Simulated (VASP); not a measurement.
Output of a VASP run:

OSZICAR:
```
       N       E                     dE             d eps       ncg     rms          rms(c)
DAV:   1     0.224558386054E+03    0.22456E+03   -0.18212E+04   520   0.147E+03
DAV:   2    -0.125485491263E+03   -0.35004E+03   -0.34361E+03   614   0.319E+02
DAV:   3    -0.168135893793E+03   -0.42650E+02   -0.41895E+02   672   0.119E+02
DAV:   4    -0.169638782560E+03   -0.15029E+01   -0.15004E+01   656   0.287E+01
DAV:   5    -0.169690009021E+03   -0.51226E-01   -0.51207E-01   718   0.477E+00    0.430E+00
DAV:   6    -0.164747634567E+03    0.49424E+01   -0.22449E+00   704   0.189E+01    0.379E+00
DAV:   7    -0.160047042262E+03    0.47006E+01   -0.13311E+00   536   0.745E+00    0.207E+00
DAV:   8    -0.160409064368E+03   -0.36202E+00   -0.80090E-01   622   0.604E+00    0.513E-01
DAV:   9    -0.160663414289E+03   -0.25435E+00   -0.19987E-01   586   0.330E+00    0.478E-01
DAV:  10    -0.160671301404E+03   -0.78871E-02   -0.79159E-02   564   0.240E+00    0.340E-01
DAV:  11    -0.160677164735E+03   -0.58633E-02   -0.47862E-02   560   0.193E+00    0.103E-01
DAV:  12    -0.160728414174E+03   -0.51249E-01   -0.43517E-02   524   0.183E+00    0.181E-01
DAV:  13    -0.160726645552E+03    0.17686E-02   -0.39821E-03   660   0.508E-01    0.971E-02
DAV:  14    -0.160728491098E+03   -0.18455E-02   -0.13081E-03   596   0.284E-01    0.259E-02
DAV:  15    -0.160729034900E+03   -0.54380E-03   -0.41529E-03   528   0.546E-01    0.246E-02
DAV:  16    -0.160730452317E+03   -0.14174E-02   -0.74300E-04   530   0.219E-01    0.220E-02
DAV:  17    -0.160730517628E+03   -0.65311E-04   -0.62215E-05   606   0.707E-02    0.209E-02
DAV:  18    -0.160730542055E+03   -0.24427E-04   -0.32306E-05   572   0.520E-02    0.812E-03
DAV:  19    -0.160730532962E+03    0.90932E-05   -0.20899E-05   536   0.429E-02    0.294E-03
DAV:  20    -0.160730545425E+03   -0.12463E-04   -0.40014E-06   552   0.174E-02    0.309E-03
DAV:  21    -0.160730548281E+03   -0.28558E-05   -0.34046E-06   538   0.183E-02    0.224E-03
DAV:  22    -0.160730548436E+03   -0.15568E-06   -0.38358E-07   518   0.536E-03    0.182E-03
DAV:  23    -0.160730548481E+03   -0.45072E-07   -0.42507E-08   382   0.187E-03
   1 F= -.16073055E+03 E0= -.16073055E+03  d E =-.773667E-11
```

File OUTCAR:
```
------------------------ aborting loop because EDIFF is reached ----------------------------------------
  FORCE on cell =-STRESS in cart. coord.  units (eV):
  Direction    XX          YY          ZZ          XY          YZ          ZX
  --------------------------------------------------------------------------------------
  Total        1.4724117      1.4724117      1.4724117      0.0000000     -0.0000000      0.0000000
  in kB        9.7054709      9.7054709      9.7054709      0.0000000     -0.0000000      0.0000000
  external PRESSURE =       9.7054709 kB  Pullay stress =       0.0000000 kB
  volume of cell :      243.07
      direct lattice vectors                 reciprocal lattice vectors
     6.240811605  0.000000000  0.000000000     0.160235569  0.000000000  0.000000000
     0.000000000  6.240811605  0.000000000     0.000000000  0.160235569  0.000000000
     0.000000000  0.000000000  6.240811605     0.000000000  0.000000000  0.160235569
 POSITION                                       TOTAL-FORCE (eV/Angst)
 -----------------------------------------------------------------------------------
      0.00000      0.00000      0.00000         0.000000      0.000000      0.000000
      3.12041      3.12041      3.12041         0.000000      0.000000      0.000000
      3.12041      0.00000      3.12041         0.000000      0.000000      0.000000
      0.00000      3.12041      3.12041         0.000000      0.000000      0.000000
      3.12041      3.12041      0.00000         0.000000      0.000000      0.000000
 -----------------------------------------------------------------------------------
    total drift:                                0.000000     -0.000000     -0.000000
  FREE ENERGIE OF THE ION-ELECTRON SYSTEM (eV)
  ---------------------------------------------------
  free  energy   TOTEN  =      -160.7305484814 eV

  energy  without entropy=     -160.7305484814  energy(sigma->0) =     -160.73054848
```
(Selected blocks of OUTCAR.)

File POSCAR:
```
CsPbI3
1
    6.2408116047     0.0000000000     0.0000000000
    0.0000000000     6.2408116047     0.0000000000
    0.0000000000     0.0000000000     6.2408116047
Cs Pb I
1 1 3
Direct
  0.0000000000   0.0000000000   0.0000000000
  0.5000000000   0.5000000000   0.5000000000
  0.5000000000   0.0000000000   0.5000000000
  0.0000000000   0.5000000000   0.5000000000
  0.5000000000   0.5000000000   0.0000000000
```

Problem. Write an INCAR and KPOINTS that could have produced this output.

Solution. Several could match; the one computed here: the input of the run itself, r2SCAN meta-GGA, plane waves, VASP's PBE PAW potentials (set 64).

### KPOINTS
```
Automatic mesh
0
Gamma
4 4 4
0 0 0
```

**INCAR**
```
SYSTEM  =  CsPbI3
PREC  =  Accurate; ENCUT  =  520; LREAL  =  F
LASPH  =  T
EDIFF  =  1E-7; NELM  =  100; ALGO  =  Normal
LMAXMIX  =  4; LMIXTAU  =  T
ISMEAR  =  0; SIGMA  =  0.05
METAGGA  =  R2SCAN
ISIF  =  2
LWAVE  =  F; LCHARG  =  F
```

POTCAR, in this order: Cs_sv Pb_d I (PBE.64 set). Program: vasp_std.

The compound is CsPbI3 in the cubic perovskite structure, the ideal cubic form; the compound distorts at low or room temperature. This cell is one point of a volume scan, at 0.97 of the reference volume.
